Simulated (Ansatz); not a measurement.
# NaF: projected DOS by orbital

```
CELL_PARAMETERS angstrom
3.94151 0.00000 0.00000
-1.97076 3.41345 0.00000
0.00000 0.00000 4.65590
ATOMIC_POSITIONS crystal
Na 0.33333 0.66667 0.93800
Na 0.66667 0.33333 0.43800
F 0.33333 0.66667 0.43800
F 0.66667 0.33333 0.93800
```

Atom numbers follow the list: Na1, Na2, F3, F4.

The structure comes from a relaxation in the same program, started in the wurtzite type, and has space group P6_3/mmc. Whether it is a known phase or the ground state wasn't checked. The relaxation left the symmetry of that type.

Level of theory: DFT, PBE, all-electron LAPW, scalar-relativistic (Ansatz 0.2.0).

Numerical set-up: a Γ-centred 11×11×6 k mesh, Fermi–Dirac smearing of 0.03 eV, basis error target 0.5 meV/atom, no spin polarisation.

States per eV for one atom of each kind, in 0.4 eV bins named by their centres, from the valence-band top, projected on a minimal set of Löwdin-orthogonalised atomic shells; orbitals are real harmonics on the Cartesian axes, equal curves share a column, and empty bins are left out, as is all above 11.0 eV, near the top of the computed bands.

F3 2p:

```
# E all pz px=py
-1.1 3.06 1.43 0.81
-0.7 4.12 0.96 1.58
-0.3 7.18 2.29 2.44
0.1 0.18 0.16 0.01
6.5 0.01 0.00 0.00
6.9 0.01 0.00 0.00
7.3 0.02 0.01 0.01
7.7 0.02 0.01 0.01
8.1 0.02 0.01 0.01
8.5 0.03 0.01 0.01
8.9 0.03 0.01 0.01
9.3 0.02 0.01 0.01
9.7 0.01 0.01 0.00
10.1 0.01 0.00 0.00
10.5 0.01 0.00 0.00
```

Na1 3s:

```
# E all
-1.1 0.20
-0.7 0.09
-0.3 0.02
5.7 0.02
6.1 0.07
6.5 0.10
6.9 0.14
7.3 0.17
7.7 0.22
8.1 0.26
8.5 0.34
8.9 0.31
9.3 0.20
9.7 0.15
10.1 0.16
10.5 0.26
```
